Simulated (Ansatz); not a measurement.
SrF₂:
```xyz
3
Lattice="0.0000 2.8787 2.8787 2.8787 0.0000 2.8787 2.8787 2.8787 0.0000" Properties=species:S:1:pos:R:3 pbc="T T T"
Sr     0.0000     0.0000     0.0000
F      1.4394     1.4394     1.4394
F      4.3181     4.3181     4.3181
```

x, y and z are the axes in which the lattice vectors are written.

Problem. Give the high-frequency dielectric tensor and the Born effective charge tensors of the independent atoms from DFPT, plane-wave PAW PBEsol (Ansatz code).

Solution. 
ε∞:
```
2.29  0.00  0.00
0.00  2.29  0.00
0.00  0.00  2.29
```
Z* of atom 1 (Sr), rows: field, columns: displacement, in e:
```
2.42  0.00  0.00
0.00  2.42  0.00
0.00  0.00  2.42
```
Z* of atom 2 (F), rows: field, columns: displacement, in e:
```
-1.21   0.00   0.00
 0.00  -1.21   0.00
 0.00   0.00  -1.21
```

Space group Fm-3m (fluorite). Symmetry was held in the PBEsol relaxation. Spin–orbit coupling is left out wherever it is not named.

Potentials: the later of the program's two PAW sets.
